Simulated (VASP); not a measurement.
BaTiO3:

```
Ba Ti O
1.0
     3.91361    0.00000    0.00000
     0.00000    3.91361    0.00000
     0.00000    0.00000    4.13650
Ba Ti O
1 1 3
Direct
  0.00000 0.00000 0.99059
  0.50000 0.50000 0.47172
  0.50000 0.50000 0.04169
  0.50000 0.00000 0.51950
  0.00000 0.50000 0.51950
```

The cell isn't the ideal one: a relaxed cell with its volume scaled by 0.94.

- Program: VASP 6.6.1
- Task: relaxation of shape and atoms at fixed volume
- Functional: PBE
- Potentials or basis: VASP PAW PBE potentials, release 64 (Ba_sv, Ti_sv, O)
- Cutoff: 600 eV
- k mesh: 8 × 8 × 8
- Occupations: gaussian, width 0.03 eV
- Spin: no spin polarisation

At the start: pressure 10.9 GPa; volume 12.67 Å³/atom.

**Question.** How do energy, volume and symmetry change on relaxing?

**Answer.** Over 9 steps the energy falls by 9.7 meV/atom; space group P4mm (No. 99, to 0.05 Å).

The path:
```
step  energy change (eV)  largest force (eV/Å)  pressure (GPa)
   1              0.0000                0.8659           10.95
   2             -0.0220                0.1842            8.83
   3             -0.0226                0.1640            9.12
   4             -0.0385                0.1430            8.39
   5             -0.0444                0.1295            7.78
   6             -0.0473                0.0775            7.55
   7             -0.0486                0.0232            7.27
   8             -0.0486                0.0265            7.28
   9             -0.0486                0.0089            7.28
```

Final structure:
```cif
data_structure
_symmetry_space_group_name_H-M 'P 1'
_symmetry_Int_Tables_number 1
_cell_length_a 3.9667
_cell_length_b 3.9667
_cell_length_c 4.0265
_cell_angle_alpha 90.000
_cell_angle_beta 90.000
_cell_angle_gamma 90.000
_cell_volume 63.36
loop_
_atom_site_label
_atom_site_type_symbol
_atom_site_fract_x
_atom_site_fract_y
_atom_site_fract_z
_atom_site_occupancy
Ba1 Ba 0.00000 0.00000 0.00114 1
Ti1 Ti 0.50000 0.50000 0.48660 1
O1 O 0.50000 0.50000 0.02405 1
O2 O 0.50000 0.00000 0.51560 1
O3 O 0.00000 0.50000 0.51560 1
```
